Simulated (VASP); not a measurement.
# Os: drag along a line

Os, slab, 13 atoms in the cell. PBE, constrained relaxations along a path; PAW potentials Os (PBE set).

Path: drag along a line, Os hops from a hollow site to the next hollow site of Os(100).

## Input

INCAR:
```
  PREC = Normal
  ENCUT = 250
  EDIFF = 1E-6
  ISMEAR = 1
  SIGMA = 0.1
  LREAL = False
  LASPH = True
  NELM = 100
  ALGO = Normal
  LWAVE = False
  LCHARG = False
  IBRION = 2
  NSW = 60
  ISIF = 2
  EDIFFG = -0.03
  POTIM = 0.5
  KPAR = 2
```

KPOINTS:
```
k-points
0
Gamma
  3 3 1
```

POSCAR.step1:
```
Os
1.0
    5.5012907576      0.0000000000      0.0000000000
    0.0000000000      5.5012907576      0.0000000000
    0.0000000000      0.0000000000     19.0600000000
Os
13
Selective dynamics
Direct
    0.0000000000      0.0000000000      0.3147953830  F F F
    0.5000000000      0.0000000000      0.3147953830  F F F
    0.0000000000      0.5000000000      0.3147953830  F F F
    0.5000000000      0.5000000000      0.3147953830  F F F
    0.2500000000      0.2500000000      0.4168415530  T T T
    0.7500000000      0.2500000000      0.4168415530  T T T
    0.2500000000      0.7500000000      0.4168415530  T T T
    0.7500000000      0.7500000000      0.4168415530  T T T
    0.0000000000      0.0000000000      0.5188877230  T T T
    0.5000000000      0.0000000000      0.5188877230  T T T
    0.0000000000      0.5000000000      0.5188877230  T T T
    0.5000000000      0.5000000000      0.5188877230  T T T
    0.2500000000      0.2500000000      0.6261919214  F T T
```

POSCAR.step2:
```
Os
1.0
    5.5012907576      0.0000000000      0.0000000000
    0.0000000000      5.5012907576      0.0000000000
    0.0000000000      0.0000000000     19.0600000000
Os
13
Selective dynamics
Direct
    0.0000000000      0.0000000000      0.3147953830  F F F
    0.5000000000      0.0000000000      0.3147953830  F F F
    0.0000000000      0.5000000000      0.3147953830  F F F
    0.5000000000      0.5000000000      0.3147953830  F F F
    0.2500000000      0.2500000000      0.4168415530  T T T
    0.7500000000      0.2500000000      0.4168415530  T T T
    0.2500000000      0.7500000000      0.4168415530  T T T
    0.7500000000      0.7500000000      0.4168415530  T T T
    0.0000000000      0.0000000000      0.5188877230  T T T
    0.5000000000      0.0000000000      0.5188877230  T T T
    0.0000000000      0.5000000000      0.5188877230  T T T
    0.5000000000      0.5000000000      0.5188877230  T T T
    0.1500000000      0.2500000000      0.6261919214  F T T
```

POSCAR.step3:
```
Os
1.0
    5.5012907576      0.0000000000      0.0000000000
    0.0000000000      5.5012907576      0.0000000000
    0.0000000000      0.0000000000     19.0600000000
Os
13
Selective dynamics
Direct
    0.0000000000      0.0000000000      0.3147953830  F F F
    0.5000000000      0.0000000000      0.3147953830  F F F
    0.0000000000      0.5000000000      0.3147953830  F F F
    0.5000000000      0.5000000000      0.3147953830  F F F
    0.2500000000      0.2500000000      0.4168415530  T T T
    0.7500000000      0.2500000000      0.4168415530  T T T
    0.2500000000      0.7500000000      0.4168415530  T T T
    0.7500000000      0.7500000000      0.4168415530  T T T
    0.0000000000      0.0000000000      0.5188877230  T T T
    0.5000000000      0.0000000000      0.5188877230  T T T
    0.0000000000      0.5000000000      0.5188877230  T T T
    0.5000000000      0.5000000000      0.5188877230  T T T
    0.0750000000      0.2500000000      0.6261919214  F T T
```

POSCAR.step4:
```
Os
1.0
    5.5012907576      0.0000000000      0.0000000000
    0.0000000000      5.5012907576      0.0000000000
    0.0000000000      0.0000000000     19.0600000000
Os
13
Selective dynamics
Direct
    0.0000000000      0.0000000000      0.3147953830  F F F
    0.5000000000      0.0000000000      0.3147953830  F F F
    0.0000000000      0.5000000000      0.3147953830  F F F
    0.5000000000      0.5000000000      0.3147953830  F F F
    0.2500000000      0.2500000000      0.4168415530  T T T
    0.7500000000      0.2500000000      0.4168415530  T T T
    0.2500000000      0.7500000000      0.4168415530  T T T
    0.7500000000      0.7500000000      0.4168415530  T T T
    0.0000000000      0.0000000000      0.5188877230  T T T
    0.5000000000      0.0000000000      0.5188877230  T T T
    0.0000000000      0.5000000000      0.5188877230  T T T
    0.5000000000      0.5000000000      0.5188877230  T T T
    0.0000000000      0.2500000000      0.6261919214  F T T
```

POSCAR.step5:
```
Os
1.0
    5.5012907576      0.0000000000      0.0000000000
    0.0000000000      5.5012907576      0.0000000000
    0.0000000000      0.0000000000     19.0600000000
Os
13
Selective dynamics
Direct
    0.0000000000      0.0000000000      0.3147953830  F F F
    0.5000000000      0.0000000000      0.3147953830  F F F
    0.0000000000      0.5000000000      0.3147953830  F F F
    0.5000000000      0.5000000000      0.3147953830  F F F
    0.2500000000      0.2500000000      0.4168415530  T T T
    0.7500000000      0.2500000000      0.4168415530  T T T
    0.2500000000      0.7500000000      0.4168415530  T T T
    0.7500000000      0.7500000000      0.4168415530  T T T
    0.0000000000      0.0000000000      0.5188877230  T T T
    0.5000000000      0.0000000000      0.5188877230  T T T
    0.0000000000      0.5000000000      0.5188877230  T T T
    0.5000000000      0.5000000000      0.5188877230  T T T
   -0.0750000000      0.2500000000      0.6261919214  F T T
```

POSCAR.step6:
```
Os
1.0
    5.5012907576      0.0000000000      0.0000000000
    0.0000000000      5.5012907576      0.0000000000
    0.0000000000      0.0000000000     19.0600000000
Os
13
Selective dynamics
Direct
    0.0000000000      0.0000000000      0.3147953830  F F F
    0.5000000000      0.0000000000      0.3147953830  F F F
    0.0000000000      0.5000000000      0.3147953830  F F F
    0.5000000000      0.5000000000      0.3147953830  F F F
    0.2500000000      0.2500000000      0.4168415530  T T T
    0.7500000000      0.2500000000      0.4168415530  T T T
    0.2500000000      0.7500000000      0.4168415530  T T T
    0.7500000000      0.7500000000      0.4168415530  T T T
    0.0000000000      0.0000000000      0.5188877230  T T T
    0.5000000000      0.0000000000      0.5188877230  T T T
    0.0000000000      0.5000000000      0.5188877230  T T T
    0.5000000000      0.5000000000      0.5188877230  T T T
   -0.1500000000      0.2500000000      0.6261919214  F T T
```

POSCAR.step7:
```
Os
1.0
    5.5012907576      0.0000000000      0.0000000000
    0.0000000000      5.5012907576      0.0000000000
    0.0000000000      0.0000000000     19.0600000000
Os
13
Selective dynamics
Direct
    0.0000000000      0.0000000000      0.3147953830  F F F
    0.5000000000      0.0000000000      0.3147953830  F F F
    0.0000000000      0.5000000000      0.3147953830  F F F
    0.5000000000      0.5000000000      0.3147953830  F F F
    0.2500000000      0.2500000000      0.4168415530  T T T
    0.7500000000      0.2500000000      0.4168415530  T T T
    0.2500000000      0.7500000000      0.4168415530  T T T
    0.7500000000      0.7500000000      0.4168415530  T T T
    0.0000000000      0.0000000000      0.5188877230  T T T
    0.5000000000      0.0000000000      0.5188877230  T T T
    0.0000000000      0.5000000000      0.5188877230  T T T
    0.5000000000      0.5000000000      0.5188877230  T T T
   -0.2500000000      0.2500000000      0.6261919214  F T T
```

Commands (each step's output is kept before the next begins):
```
cat potpaw_PBE.64/Os/POTCAR > POTCAR
cp POSCAR.step1 POSCAR
mpirun -np 4 vasp_std > vasp.out
cp POSCAR.step2 POSCAR
mpirun -np 4 vasp_std > vasp.out
cp POSCAR.step3 POSCAR
mpirun -np 4 vasp_std > vasp.out
cp POSCAR.step4 POSCAR
mpirun -np 4 vasp_std > vasp.out
cp POSCAR.step5 POSCAR
mpirun -np 4 vasp_std > vasp.out
cp POSCAR.step6 POSCAR
mpirun -np 4 vasp_std > vasp.out
cp POSCAR.step7 POSCAR
mpirun -np 4 vasp_std > vasp.out
```

## Result

- Barrier (eV): 1.837
- Ionic steps, all stages: 188
- Electronic steps, all stages: 2652

Energy along the pull:

| Share of the way | Energy above the start (eV) |
|---|---|
| 0 | 0.000 |
| 0.2 | 0.344 |
| 0.35 | 1.410 |
| 0.5 | 1.837 |
| 0.65 | 1.410 |
| 0.8 | 0.344 |
| 1 | -0.000 |

The slab is face-centred cubic Os(100), which isn't the element's stable structure, in-plane cell 5.50 × 5.50 Å, with 3 × 3 k points.

Limits: the adatom repeats in each 2 x 2 surface cell, and the slab has three layers.

VASP 6.6.1 took 3308 s on 4 cores (AMD EPYC 7R43 (Zen 3)), a shared host.
